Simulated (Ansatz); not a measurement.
## Ni: relaxation of cell and atoms with BLYP+D4

The system is Ni.

```
CELL_PARAMETERS angstrom
-1.38372 1.38372 1.38372
1.38372 -1.38372 1.38372
1.38372 1.38372 -1.38372
ATOMIC_POSITIONS crystal
Ni 0.00000 0.00000 0.00000
```

This isn't the form of Ni at room conditions, which is fcc.

```json
{
  "Program": "Ansatz 0.2.0",
  "Task": "relaxation of cell and atoms",
  "Functional": "BLYP",
  "Dispersion": "D4",
  "Potentials or basis": "Ansatz PAW",
  "Cutoff": "420 eV (not typed: the program's choice for these potentials)",
  "k mesh": "13 × 13 × 13",
  "Occupations": "fermi-dirac, width 0.05 eV",
  "Spin": "collinear spin, ferromagnetic start",
  "Starting moments": "[1.0] μB"
}
```

- Relaxed volume: 10.82 Å³/atom
- Relaxed cell: a = 2.413 Å, b = 2.413 Å, c = 2.413 Å, α = 109.47°, β = 109.47°, γ = 109.47°
- Space group after relaxing (to 0.05 Å): Im-3m (No. 229)
- Energy gained by relaxing: 2.8 meV/atom
- Ionic steps: 5
- Pressure after relaxing: 0.0 GPa
- Band gap on the k mesh: none (metal or under the smearing width)
- Net moment: 0.56 μB per cell
- Absolute moment: 0.62 μB per cell
- Site moments: Ni +0.59 μB

The path:
| step | energy change (eV) | largest force (eV/Å) | volume (Å³) |
| --- | --- | --- | --- |
| 1 | 0.0000 | 0.0000 | 10.60 |
| 2 | -0.0020 | 0.0000 | 10.70 |
| 3 | -0.0027 | 0.0000 | 10.81 |
| 4 | -0.0027 | 0.0000 | 10.82 |
| 5 | -0.0028 | 0.0000 | 10.82 |

Final structure:
```
CELL_PARAMETERS angstrom
-1.39325 1.39325 1.39325
1.39325 -1.39325 1.39325
1.39325 1.39325 -1.39325
ATOMIC_POSITIONS crystal
Ni 0.00000 0.00000 0.00000
```

Levels at points of the mesh, in eV from the Fermi level:
Spin up:
```tsv
k point	band 7	band 8	band 9	band 10	band 11	band 12
(0.00, 0.00, 0.00)	-2.31	-2.31	-0.87	-0.87	26.67	26.67
```
Spin down:
```tsv
k point	band 5	band 6	band 7	band 8	band 9	band 10	band 11	band 12	band 13	band 14
(0.00, 0.00, 0.00)	-8.84	-1.63	-1.63	-1.63	-0.40	-0.40	26.61	26.61	26.61	31.39
```

Wall time 6.8 s on 2 threads of Arm Neoverse V2 (shared host), peak memory 0.29 GiB.

Caveat: the plane-wave basis is chosen anew once the cell has moved, so the energies of steps on either side of that aren't comparable; pairwise dispersion overbinds metals, which lowers pressure and volume; the PAW data sets come from PBE, with cores solved anew for the run's functional, which leaves a small shift of forces and pressure.
